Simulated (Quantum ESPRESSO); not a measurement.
# Ga: Wannier functions under several settings

```xyz
2
Lattice="2.7784 0.0000 0.0000 0.0000 3.2816 0.0000 -1.3434 0.0000 3.9903" Properties=species:S:1:pos:R:3 pbc="T T T"
Ga   -0.6607    2.4612    3.0732
Ga    2.0957    0.8204    0.9171
```

This isn't the form of Ga at room conditions, which is orthorhombic.

All runs used Quantum ESPRESSO 7.5; potentials PseudoDojo 0.4.1 SR LDA standard; k mesh 8 × 6 × 6; given cell; no spin polarisation; cutoff 1088 eV; occupations fermi-dirac, width 0.05 eV.

| level | start | Wannier mesh | spread a function (Å²) | RMS miss of the bands (meV) |
| --- | --- | --- | --- | --- |
| LDA | atomic projections with disentanglement | 6 × 5 × 4 | 0.74 | 46 |
| LDA | atomic projections with disentanglement, not minimised | 6 × 5 × 4 | ? | ? |
| LDA | SCDM with an erfc weight | 6 × 5 × 4 | 1.83 | 49 |

Problem. What stands in the row left open?

Solution. Spread a function 1.09 Å²; RMS miss of the bands 38 meV.

Caveats: the Wannier minimisation didn't converge (some runs).

For the row left open. Caveat: the k mesh is coarse.
